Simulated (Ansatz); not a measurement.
Set up this calculation in Ansatz 0.2.0, as the native input.

- Task: single point
- Functional: LDA
- Potentials or basis: Ansatz PAW
- Cutoff: 420 eV (not typed: the program's choice for these potentials)
- k mesh: 10 × 10 × 5
- Occupations: gaussian, width 0.05 eV
- Spin: no spin polarisation

Crystal: SiC (Moissanite).

```xyz
4
Lattice="3.0760 0.0000 0.0000 -1.5380 2.6639 0.0000 0.0000 0.0000 5.0480" Properties=species:S:1:pos:R:3 pbc="T T T"
Si    1.5380    0.8880    2.5240
Si    0.0000    1.7759    0.0000
C     1.5380    0.8880    4.4675
C     0.0000    1.7759    1.9435
```

One way to write it, as run:

input.yaml

```yaml
crystal:
  lattice:
    - [3.076, 0.0, 0.0]
    - [-1.538, 2.663894142, 0.0]
    - [0.0, 0.0, 5.048]
  atoms:
    - { symbol: Si, position: [0.6666666667, 0.3333333333, 0.5] }
    - { symbol: Si, position: [0.3333333333, 0.6666666667, 0.0] }
    - { symbol: C, position: [0.6666666667, 0.3333333333, 0.885] }
    - { symbol: C, position: [0.3333333333, 0.6666666667, 0.385] }
hamiltonian:
  xc: lda
  pseudopotentials: { kind: paw }
kpoints:
  mp_grid: { grid: [10, 10, 5] }
scf:
  occupations: { method: gaussian, width: 0.05 }
output:
  forces: true
  stress: true
  eigenvalues: true
```

Potentials or basis: Ansatz PAW.

The run is started by

```bash
$ ansatz run input.yaml --threads 2 --pin off --max-ram 5632MiB --backend cpu --events-out ev --progress --plain --runs-dir out
```

Results of the run:

| Item | Value |
| --- | --- |
| Pressure | -4.0 GPa |
| Largest force | 0.733 eV/Å |
| Band gap on the k mesh | 2.37 eV, indirect (least direct gap 3.98 eV) |

Caveat: odd divisions of the mesh miss points on the zone boundary, where band edges often lie, so the gap on the mesh can be too wide; the pressure holds a Pulay correction of +0.4 GPa for the finite cutoff; the PAW data sets come from PBE, with cores solved anew for the run's functional, which leaves a small shift of forces and pressure.

Wall time 2.4 s on 2 threads of Intel(R) Xeon(R) Processor @ 2.50GHz (Skylake/Cascade Lake), on a shared host, peak memory 0.33 GiB.
